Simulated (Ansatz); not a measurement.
# BaTiO3 (P4mm) in Ansatz: settings compared

Aim: see how the results for BaTiO3 move with the level of theory and the settings. Levels: PBE, PBE+U. Tasks: band structure.

All numbers are computed with Ansatz 0.2.0; they aren't measurements. Logs are shortened: lines on timing, memory, paths and dates and some standing lists are left out, and cuts for length are marked.

## 1. The crystal as given

It takes space group P4mm (No. 99, tetragonal). Conventional cell: a = 4.000 Å, b = 4.000 Å, c = 4.018 Å, α = 90.00°, β = 90.00°, γ = 90.00°. Ba (site symmetry 4mm) is surrounded by 12 O at 2.79 to 2.88 Å. Ti (site symmetry 4mm) is surrounded by 6 O at 1.89 to 2.13 Å. O (site symmetry 2mm) has 2 Ti at 2.00 Å as nearest neighbours. O (site symmetry 4mm) has 2 Ti at 1.89 to 2.13 Å as nearest neighbours.

## 2. Band structure, PBE

input.yaml

```yaml
crystal:
  lattice:
    - [3.9998, 0.0, 0.0]
    - [0.0, 3.9998, 0.0]
    - [0.0, 0.0, 4.018]
  atoms:
    - { symbol: Ba, position: [0.0, 0.0, 0.0] }
    - { symbol: Ti, position: [0.5, 0.5, 0.49] }
    - { symbol: O, position: [0.0, 0.5, 0.517] }
    - { symbol: O, position: [0.5, 0.0, 0.517] }
    - { symbol: O, position: [0.5, 0.5, 0.019] }
hamiltonian:
  xc: pbe
  pseudopotentials: { kind: paw }
kpoints:
  mp_grid: { grid: [7, 7, 7] }
  band_path:
    path:
      - [[0.0, 0.0, 0.0], [0.0, 0.5, 0.0], [0.5, 0.5, 0.0], [0.0, 0.0, 0.0], [0.0, 0.0, 0.5], [0.0, 0.5, 0.5], [0.5, 0.5, 0.5], [0.0, 0.0, 0.5]]
      - [[0.0, 0.5, 0.0], [0.0, 0.5, 0.5]]
      - [[0.5, 0.5, 0.0], [0.5, 0.5, 0.5]]
    npoints: 14
scf:
  occupations: { method: fermi_dirac, width: 0.05 }
  n_extra_bands: 12
output:
  forces: true
  stress: true
  eigenvalues: true
  fatbands: true
  write_density: true
  write_potential: true
  elf: true
  volumetric_format: npy
```

Potentials or basis: Ansatz PAW.

The run is started by

```
ansatz run input.yaml --threads 2 --pin off --max-ram 5632MiB --backend cpu --events-out ev --progress --plain --runs-dir out
```

The program printed:

```text
Warning: RAYON_NUM_THREADS=2 ignored (pool sized by the plan → 2); use --threads N
scf.n_extra_bands = 12 over 20 filled bands (N_el = 40.0): the run solves 32 bands
Engine: ansatz 0.2.0, aarch64-unknown-linux-gnu
Pseudopotentials: kind: paw
Pseudopotential: Ba, paw, valence charge 10, recommended cutoff 420 eV (normal), Ba.paw.azcp
Pseudopotential: Ti, paw, valence charge 12, recommended cutoff 420 eV (normal), Ti.paw.azcp
Pseudopotential: O, paw, valence charge 6, recommended cutoff 420 eV (normal), O.paw.azcp
Functional definition: PBE
  parameter kappa = 0.804
  parameter beta = 0.06672455060314922
  exchange = pbe_x(kappa = kappa, mu = beta*pi^2/3)
  correlation = pbe_c(beta = beta)
Crystal: 5 atoms, lattice volume = 64.282 Å³
Basis set: ecut = 420 eV, 1237 PW (Γ), exchange–correlation on 54×54×54 points (8 copies of the dense FFT grid, shifted against one another)
Bands: 32, of which v1, the nominal top of the filled ones, is band 20 counted from 1 (19 counted from 0)
Symmetry: 8 space group operations
Space group: P4mm (ITA 99), of the structure as read, at distance tolerance 4.0e-5 Å
k-points: 40 of 343 (time reversal used)
Non-local potential: Ba, projectors of the file, l = 0: 3, l = 1: 2, l = 2: 2, l = 3: 2
Non-local potential: Ti, projectors of the file, l = 0: 3, l = 1: 2, l = 2: 3, l = 3: 1
Non-local potential: O, projectors of the file, l = 0: 2, l = 1: 2, l = 2: 1
PAW form: soft (Blöchl's): semilocal exchange-correlation on the pseudo side does not see the compensation charge
PAW one-centre angular grid: Ba, 194 points (default); XC on 64 Gauss nodes
PAW one-centre angular grid: Ti, 590 points (default); XC on 64 Gauss nodes
PAW one-centre angular grid: O, 110 points (default); XC on 64 Gauss nodes
Initial density: superposition of atomic densities (neutral atoms: chi_scale 0, normalization atom), corrected by the library's trained network
Initial wavefunctions: pseudopotential atomic-orbital guess
Functional: x = pbe(κ = 0.804, μ = 0.2195149727645171), c = pbe(β = 0.06672455060314922)
SCF iter   1: F=—  HF=-10159.577897 eV  |F-HF|=—  |Δ(HF+E_count)|=         —  Δρ=1.66e-3  dr2=1.19e-3  ethr=1.77e-3  ⟨swp⟩=6.5  Hψ=6704  notcnv=0  defer=44
preconditioner: auto → Resta (q_TF=auto, 2.521 Å⁻¹)  ε∞=4.2  [insulator: Δε(μ)=1.913 eV  Ē_g=14.662 eV  σ=0.050 eV  W_gap=1.00  n_scr=18 (ndim 8)  ℏωp=26.2 eV  f_vac=0.000  D(μ)=0.00/eV (n_scr^D=0)  ε∞_Penn≈4.2]
SCF iter   2: F=—  HF=-10159.578382 eV  |F-HF|=—  |Δ(HF+E_count)|=   4.86e-4  Δρ=8.74e-4  dr2=3.41e-4  ethr=2.98e-6  ⟨swp⟩=2.1  Hψ=2275  notcnv=0  defer=112
SCF iter   3: F=—  HF=-10159.578496 eV  |F-HF|=—  |Δ(HF+E_count)|=   1.14e-4  Δρ=2.76e-4  dr2=4.24e-5  ethr=8.52e-7  ⟨swp⟩=2.9  Hψ=1687  notcnv=0  defer=112
SCF iter   4: F=—  HF=-10159.577784 eV  |F-HF|=—  |Δ(HF+E_count)|=   7.12e-4  Δρ=8.96e-5  dr2=5.17e-6  ethr=1.06e-7  ⟨swp⟩=2.1  Hψ=1631  notcnv=0  defer=112
SCF iter   5: F=—  HF=-10159.577783 eV  |F-HF|=—  |Δ(HF+E_count)|=   9.06e-7  Δρ=1.74e-5  dr2=1.45e-7  ethr=1.29e-8  ⟨swp⟩=2.2  Hψ=1596  notcnv=0  defer=112
SCF iter   6: F=-10159.577783 eV  HF=-10159.577784 eV  |F-HF|=1.24e-8  |Δ(HF+E_count)|=   3.58e-8  Δρ=4.31e-6  dr2=2.02e-8  ethr=2.50e-10  ⟨swp⟩=15.1  Hψ=9872  notcnv=0
SCF 1 converged in 6 iterations: F = -10159.577783 eV  dr2 = 2.02e-8
NSCF: frozen V_eff on 129 k-points
SCF converged after 6 iterations
Free energy (F): -10159.577783 eV
Harris-Foulkes:  -10159.577784 eV  (|F-HF|=1.24e-8)
Internal energy: -10159.577783 eV  (E = F + TS)
E sigma→0 (E₀):  -10159.577783 eV
Fermi energy:    11.234105 eV
--- Per-component energies (eV) ---
  E_band       = -141.293242
  E_kinetic    = 970.191395
  E_local      = -2101.877925  (includes V_loc(G=0)·N_el)
  E_nonlocal   = 203.561092
  E_hartree    = 821.013145
  E_xc         = -491.545613
  E_vxc        = -546.243337  (∫ρ·V_xc dr)
  E_paw        = -6744.549354  (= ΣΔE_a)
  E_vpaw       = -308.952664  (= ΣTr[D̂ρ^β])
  E_aug_tail   = 0.007416  (compensation charges beyond the density's cutoff)
  E_ewald      = -2816.377938
  E_smearing   = -0.000000  (= −TS)
  E_closure    = 0.000000  (closes the sum)
  Σ components = -10159.577783   (vs F -10159.577783, Δ=0.00e0)
--- Forces (eV/Å), atoms counted from 1 ---
  atom   1  Ba     0.00000000     0.00000000     0.04208750
  atom   2  Ti    -0.00000000     0.00000000    -0.14841221
  atom   3  O     -0.00000000    -0.00000000    -0.10218416
  atom   4  O     -0.00000000     0.00000000    -0.10218416
  atom   5  O      0.00000000     0.00000000     0.31068668
  max |Σ_I F_I| component: 6.35e-6 eV/Å
--- Stress (GPa, compression-positive) ---
        2.134369       0.000000       0.000000
        0.000000       2.134369       0.000000
        0.000000       0.000000       3.015032
  P = ⅓ Tr σ = 2.4279 GPa (24.279 kbar)
--- Band table (eV; the first three rows and the last of 40) ---
  k-point 0: bands = ["-46.2074", "-22.4594", "-22.4289", "-22.4289", "-14.3771", "-6.5688", "-5.9271", "-5.8692", "0.4303", "0.4303", "0.4323", "8.0017", "8.0140", "8.0140", "9.0601", "9.0601", "9.1492", "10.0356", "10.0502", "10.0502", "12.1382", "12.3491", "12.3491", "14.3309", "14.4271", "15.4077", "15.4734", "17.6870", "18.9168", "18.9168", "18.9290", "21.4123"]
  k-point 1: bands = ["-46.2072", "-22.4688", "-22.4286", "-22.4286", "-14.3554", "-6.5728", "-5.9195", "-5.8633", "0.4600", "0.4600", "0.5130", "7.6627", "7.9562", "7.9562", "8.8583", "8.8583", "8.9891", "9.6051", "9.9609", "9.9609", "12.1614", "12.6824", "12.6824", "14.3301", "14.9232", "15.7635", "15.8408", "18.1725", "18.8651", "19.1278", "19.1278", "21.4095"]
  k-point 2: bands = ["-46.2069", "-22.4899", "-22.4277", "-22.4277", "-14.3059", "-6.6508", "-5.8499", "-5.8204", "0.5287", "0.5287", "0.6923", "6.9293", "7.7766", "7.7766", "8.5486", "8.5486", "8.6694", "8.9003", "9.7821", "9.7821", "12.2147", "13.3417", "13.3417", "14.3301", "15.7577", "16.5819", "16.7758", "18.7213", "19.4287", "19.5953", "19.5953", "21.2935"]
  k-point 39: bands = ["-46.2050", "-22.5009", "-22.4727", "-22.4726", "-14.1229", "-5.7942", "-5.6964", "-5.6626", "-0.2199", "-0.2100", "-0.0997", "5.9662", "6.5809", "6.6056", "7.7365", "7.9105", "7.9292", "10.0865", "10.1149", "10.2074", "14.4090", "14.4173", "14.4276", "17.0731", "17.2971", "17.4317", "17.8834", "18.0854", "20.1935", "20.2150", "20.9986", "21.2995"]
```

Wall time 31 s (2 threads of Arm Neoverse N1, shared host); peak memory 0.5 GiB.

Results:

```yaml
Free_energy: -10159.5778 eV
Pressure: 2.4 GPa
Largest_force: 0.311 eV/Å
Band_gap_on_the_k_mesh: 1.93 eV, indirect (least direct gap 2.09 eV)
Band_gap_along_the_path: 1.84 eV, indirect (least direct gap 2.09 eV)
```

Forces on the atoms (eV/Å):
```
Ba   0.000  0.000  0.042
Ti   0.000  0.000 -0.148
O    0.000  0.000 -0.102
O    0.000  0.000 -0.102
O    0.000  0.000  0.311
```

Levels at the corners of the path, in eV from the valence-band top:
| point | band 16 | band 17 | band 18 | band 19 | band 20 | band 21 | band 22 | band 23 | band 24 | band 25 |
| --- | --- | --- | --- | --- | --- | --- | --- | --- | --- | --- |
| Γ | -1.24 | -1.15 | -0.27 | -0.25 | -0.25 | 1.84 | 2.05 | 2.05 | 4.03 | 4.13 |
| X | -1.89 | -1.81 | -1.70 | -0.90 | -0.80 | 2.16 | 3.53 | 3.57 | 4.09 | 5.91 |
| M | -2.66 | -1.73 | -0.93 | -0.93 | -0.05 | 3.59 | 3.59 | 3.99 | 4.75 | 7.68 |
| Γ | -1.24 | -1.15 | -0.27 | -0.25 | -0.25 | 1.84 | 2.05 | 2.05 | 4.03 | 4.13 |
| Z | -1.92 | -1.90 | -1.89 | -0.66 | -0.66 | 1.96 | 3.59 | 3.59 | 4.03 | 6.05 |
| R | -2.62 | -1.69 | -0.87 | -0.85 | -0.13 | 3.56 | 3.61 | 3.97 | 4.87 | 7.65 |
| A | -2.38 | -2.35 | -0.08 | -0.08 | 0.00 | 4.21 | 4.21 | 4.21 | 6.64 | 6.81 |
| Z | -1.92 | -1.90 | -1.89 | -0.66 | -0.66 | 1.96 | 3.59 | 3.59 | 4.03 | 6.05 |
| X | -1.89 | -1.81 | -1.70 | -0.90 | -0.80 | 2.16 | 3.53 | 3.57 | 4.09 | 5.91 |
| R | -2.62 | -1.69 | -0.87 | -0.85 | -0.13 | 3.56 | 3.61 | 3.97 | 4.87 | 7.65 |
| M | -2.66 | -1.73 | -0.93 | -0.93 | -0.05 | 3.59 | 3.59 | 3.99 | 4.75 | 7.68 |
| A | -2.38 | -2.35 | -0.08 | -0.08 | 0.00 | 4.21 | 4.21 | 4.21 | 6.64 | 6.81 |

Caveat: the k mesh misses the band edges, so the gap on the mesh is wider than the one along the path; the pressure holds a Pulay correction of +0.5 GPa for the finite cutoff; spin-orbit coupling is left out, which moves the levels of the heavy elements.

## 3. Band structure, PBE+U

input.yaml: that of step 2 with these lines changed.

```diff
@@ -14,2 +14,3 @@
   pseudopotentials: { kind: paw }
+  hubbard: { sites: [{ species: Ti, l: d, u_eff: 1.0 }] }
 kpoints:
@@ -29,6 +30,2 @@
   eigenvalues: true
-  fatbands: true
-  write_density: true
-  write_potential: true
-  elf: true
-  volumetric_format: npy
+  fatbands: false
```

Potentials or basis: Ansatz PAW.

The run is started by

```
ansatz run input.yaml --threads 2 --pin off --max-ram 5632MiB --backend cpu --events-out ev --progress --plain --runs-dir out
```

Run time: 27 s. Hardware: 2 threads of Arm Neoverse N1, shared host; peak memory 0.54 GiB.

The run converged. Its results:

* Free energy: -10158.6894 eV
* Pressure: 2.7 GPa
* Largest force: 0.264 eV/Å
* Band gap on the k mesh: 2.03 eV, indirect (least direct gap 2.20 eV)
* Band gap along the path: 1.94 eV, indirect (least direct gap 2.20 eV)

Forces on the atoms (eV/Å):
```
Ba   0.000  0.000  0.039
Ti   0.000  0.000 -0.091
O    0.000  0.000 -0.106
O    0.000  0.000 -0.106
O    0.000  0.000  0.264
```

Stress tensor (GPa, compression positive):
```
2.42 0.00 0.00
0.00 2.42 0.00
0.00 0.00 3.31
```

Levels at the corners of the path, in eV from the valence-band top:
| point | band 16 | band 17 | band 18 | band 19 | band 20 | band 21 | band 22 | band 23 | band 24 | band 25 |
| --- | --- | --- | --- | --- | --- | --- | --- | --- | --- | --- |
| Γ | -1.24 | -1.16 | -0.28 | -0.26 | -0.26 | 1.94 | 2.13 | 2.13 | 3.98 | 4.07 |
| X | -1.89 | -1.78 | -1.69 | -0.91 | -0.82 | 2.24 | 3.58 | 3.61 | 4.04 | 5.86 |
| M | -2.63 | -1.77 | -0.94 | -0.94 | -0.05 | 3.63 | 3.63 | 4.01 | 4.70 | 7.62 |
| Γ | -1.24 | -1.16 | -0.28 | -0.26 | -0.26 | 1.94 | 2.13 | 2.13 | 3.98 | 4.07 |
| Z | -1.90 | -1.89 | -1.89 | -0.68 | -0.68 | 2.06 | 3.64 | 3.64 | 3.98 | 5.99 |
| R | -2.59 | -1.73 | -0.87 | -0.86 | -0.13 | 3.61 | 3.66 | 3.99 | 4.82 | 7.59 |
| A | -2.35 | -2.32 | -0.08 | -0.08 | 0.00 | 4.23 | 4.23 | 4.23 | 6.61 | 6.78 |
| Z | -1.90 | -1.89 | -1.89 | -0.68 | -0.68 | 2.06 | 3.64 | 3.64 | 3.98 | 5.99 |
| X | -1.89 | -1.78 | -1.69 | -0.91 | -0.82 | 2.24 | 3.58 | 3.61 | 4.04 | 5.86 |
| R | -2.59 | -1.73 | -0.87 | -0.86 | -0.13 | 3.61 | 3.66 | 3.99 | 4.82 | 7.59 |
| M | -2.63 | -1.77 | -0.94 | -0.94 | -0.05 | 3.63 | 3.63 | 4.01 | 4.70 | 7.62 |
| A | -2.35 | -2.32 | -0.08 | -0.08 | 0.00 | 4.23 | 4.23 | 4.23 | 6.61 | 6.78 |

Eigenvalues of the final occupation matrices:
```
  site  spin  trace               eigenvalues
site 1     1   1.16  0.19 0.20 0.20 0.29 0.29
```

Caveat: the k mesh misses the band edges, so the gap on the mesh is wider than the one along the path; the pressure holds a Pulay correction of +0.5 GPa for the finite cutoff; spin-orbit coupling is left out, which moves the levels of the heavy elements.

## 4. Band structure, PBE+U

input.yaml: that of step 3 with these lines changed.

```diff
@@ -14,3 +14,3 @@
   pseudopotentials: { kind: paw }
-  hubbard: { sites: [{ species: Ti, l: d, u_eff: 1.0 }] }
+  hubbard: { sites: [{ species: Ti, l: d, u_eff: 2.0 }] }
 kpoints:
@@ -31 +31,5 @@
   fatbands: false
+  write_density: true
+  write_potential: true
+  elf: true
+  volumetric_format: npy
```

Potentials or basis: Ansatz PAW.

The run is started by

```
ansatz run input.yaml --threads 2 --pin off --max-ram 5632MiB --backend cpu --events-out ev --progress --plain --runs-dir out
```

The program printed:

```text
Warning: RAYON_NUM_THREADS=2 ignored (pool sized by the plan → 2); use --threads N
Ba: projections on atomic orbitals take those of the free atom [Kr 4d10] 5s2 5p6 6s2, of charge +0.00 (hamiltonian.pseudopotentials.projection_atoms); the dataset's partial waves leave at most 9.7e-6 of an orbital's norm unspanned inside its sphere
Ti: projections on atomic orbitals take those of the free atom [Ne] 3s2 3p6 3d2 4s2, of charge +0.00 (hamiltonian.pseudopotentials.projection_atoms); the dataset's partial waves leave at most 4.1e-7 of an orbital's norm unspanned inside its sphere
O: projections on atomic orbitals take those of the free atom [He] 2s2 2p4, of charge +0.00 (hamiltonian.pseudopotentials.projection_atoms); the dataset's partial waves leave at most 1.9e-8 of an orbital's norm unspanned inside its sphere
scf.n_extra_bands = 12 over 20 filled bands (N_el = 40.0): the run solves 32 bands
[... 8 set-up lines as earlier in the session ...]
[... 49 lines left out ...]
  E_vpaw       = -308.354796  (= ΣTr[D̂ρ^β])
  E_aug_tail   = 0.007434  (compensation charges beyond the density's cutoff)
  E_ewald      = -2816.377938
  E_smearing   = -0.000000  (= −TS)
  E_closure    = 0.000000  (closes the sum)
  Σ components = -10157.813705   (vs F -10157.813705, Δ=0.00e0)
--- Forces (eV/Å), atoms counted from 1 ---
  atom   1  Ba     0.00000000     0.00000000     0.03544869
  atom   2  Ti     0.00000000     0.00000000    -0.03033731
  atom   3  O     -0.00000000    -0.00000000    -0.11042353
  atom   4  O     -0.00000000     0.00000000    -0.11042353
  atom   5  O      0.00000000     0.00000000     0.21573168
  max |Σ_I F_I| component: 4.00e-6 eV/Å
--- Stress (GPa, compression-positive) ---
        2.729510       0.000000       0.000000
        0.000000       2.729510       0.000000
        0.000000       0.000000       3.625965
  P = ⅓ Tr σ = 3.0283 GPa (30.283 kbar)
--- Band table (eV; the first three rows and the last of 40) ---
  k-point 0: bands = ["-46.6723", "-22.8968", "-22.8681", "-22.8681", "-14.3190", "-6.5138", "-5.8159", "-5.7560", "0.4851", "0.4851", "0.4871", "8.0209", "8.0358", "8.0358", "9.1454", "9.1454", "9.2269", "10.1000", "10.1266", "10.1266", "12.4394", "12.6186", "12.6186", "14.3056", "14.3967", "15.4700", "15.5403", "17.7206", "18.9283", "18.9283", "18.9419", "21.4654"]
  k-point 1: bands = ["-46.6721", "-22.9054", "-22.8677", "-22.8677", "-14.2974", "-6.5172", "-5.8150", "-5.7505", "0.5165", "0.5165", "0.5685", "7.6829", "7.9802", "7.9802", "8.9593", "8.9593", "9.0654", "9.6727", "10.0340", "10.0340", "12.4613", "12.9291", "12.9291", "14.3068", "14.8899", "15.8259", "15.9079", "18.2078", "18.8842", "19.1460", "19.1460", "21.4587"]
  k-point 2: bands = ["-46.6717", "-22.9248", "-22.8669", "-22.8669", "-14.2480", "-6.5863", "-5.7398", "-5.7380", "0.5893", "0.5893", "0.7493", "6.9596", "7.8051", "7.8051", "8.6731", "8.6731", "8.7434", "8.9695", "9.8453", "9.8453", "12.5117", "13.5509", "13.5509", "14.3103", "15.7221", "16.6454", "16.8408", "18.7535", "19.4666", "19.6308", "19.6308", "21.3432"]
  k-point 39: bands = ["-46.6701", "-22.9352", "-22.9085", "-22.9084", "-14.0630", "-5.7375", "-5.6377", "-5.6024", "-0.1447", "-0.1344", "-0.0265", "5.9530", "6.6489", "6.6767", "7.8831", "8.0540", "8.0761", "10.1711", "10.1999", "10.2939", "14.5507", "14.5533", "14.5697", "17.1005", "17.3312", "17.4632", "17.8626", "18.0684", "20.2538", "20.2752", "21.0578", "21.3524"]
Occupation matrices written to <dir>
```

bands.tsv:

```text
[... 149 lines left out ...]
7.653093	-58.096048	-34.362660	-34.336688	-34.336688	-25.480845	-17.107080	-17.015306	-17.015306	-11.629767	-11.629767	-11.602703	-5.582555	-4.838133	-4.817582	-3.360661	-3.360661	-3.345675	-1.136186	-1.136186	-1.037013	3.205027	3.205027	3.221766	5.546704	5.748431	5.748431	6.526951	6.698239	9.157277	9.322993	9.687552	9.687552
7.708941	-58.096041	-34.363224	-34.336660	-34.336660	-25.480141	-17.100362	-17.013046	-17.013046	-11.637463	-11.637463	-11.613607	-5.592900	-4.850683	-4.817506	-3.359939	-3.359939	-3.327616	-1.121415	-1.121415	-1.036511	3.213807	3.213807	3.224718	5.547034	5.717430	5.717430	6.526863	6.718315	9.263927	9.317306	9.694405	9.694405
```

rho_z.tsv:

```text
# z_ang	rho[e/angstrom^3]
# format = ansatz-planar-average/11
# lattice	3.999800000	0.000000000	0.000000000
# lattice	0.000000000	3.999800000	0.000000000
# lattice	0.000000000	0.000000000	4.018000000
# sites	5
# site	56	0.000000000	0.000000000	0.000000000
# site	22	1.999900000	1.999900000	1.968820000
# site	8	0.000000000	1.999900000	2.077306000
# site	8	1.999900000	0.000000000	2.077306000
# site	8	1.999900000	1.999900000	0.076342000
0.000000	7.378195e-1
0.148815	7.398937e-1
0.297630	6.768533e-1
0.446444	5.674128e-1
0.595259	4.444022e-1
0.744074	3.363194e-1
[... 19 lines left out ...]
3.720370	5.721192e-1
3.869185	6.738750e-1
```

Run time: 27 s. Hardware: 2 threads of Arm Neoverse N1, shared host; peak memory 0.57 GiB.

Results:

```yaml
Free_energy: -10157.8137 eV
Pressure: 3.0 GPa
Largest_force: 0.216 eV/Å
Band_gap_on_the_k_mesh: 2.15 eV, indirect (least direct gap 2.31 eV)
Band_gap_along_the_path: 2.05 eV, indirect (least direct gap 2.31 eV)
```

Forces on the atoms (eV/Å):
```
Ba   0.000  0.000  0.035
Ti   0.000  0.000 -0.030
O    0.000  0.000 -0.110
O    0.000  0.000 -0.110
O    0.000  0.000  0.216
```

Levels at the corners of the path, in eV from the valence-band top:
| point | band 17 | band 18 | band 19 | band 20 | band 21 | band 22 | band 23 | band 24 |
| --- | --- | --- | --- | --- | --- | --- | --- | --- |
| Γ | -1.16 | -0.29 | -0.26 | -0.26 | 2.05 | 2.23 | 2.23 | 3.92 |
| X | -1.75 | -1.67 | -0.93 | -0.84 | 2.33 | 3.64 | 3.66 | 3.98 |
| M | -1.81 | -0.94 | -0.94 | -0.05 | 3.68 | 3.68 | 4.04 | 4.65 |
| Γ | -1.16 | -0.29 | -0.26 | -0.26 | 2.05 | 2.23 | 2.23 | 3.92 |
| Z | -1.87 | -1.87 | -0.70 | -0.70 | 2.17 | 3.69 | 3.69 | 3.92 |
| R | -1.77 | -0.88 | -0.86 | -0.13 | 3.66 | 3.70 | 4.02 | 4.77 |
| A | -2.29 | -0.08 | -0.08 | 0.00 | 4.25 | 4.25 | 4.26 | 6.58 |
| Z | -1.87 | -1.87 | -0.70 | -0.70 | 2.17 | 3.69 | 3.69 | 3.92 |
| X | -1.75 | -1.67 | -0.93 | -0.84 | 2.33 | 3.64 | 3.66 | 3.98 |
| R | -1.77 | -0.88 | -0.86 | -0.13 | 3.66 | 3.70 | 4.02 | 4.77 |
| M | -1.81 | -0.94 | -0.94 | -0.05 | 3.68 | 3.68 | 4.04 | 4.65 |
| A | -2.29 | -0.08 | -0.08 | 0.00 | 4.25 | 4.25 | 4.26 | 6.58 |

Eigenvalues of the final occupation matrices:
```
  site  spin  trace               eigenvalues
site 1     1   1.14  0.18 0.19 0.19 0.29 0.29
```

Caveat: the k mesh misses the band edges, so the gap on the mesh is wider than the one along the path; the pressure holds a Pulay correction of +0.5 GPa for the finite cutoff; spin-orbit coupling is left out, which moves the levels of the heavy elements.

(Continued in part 2 of 2.)
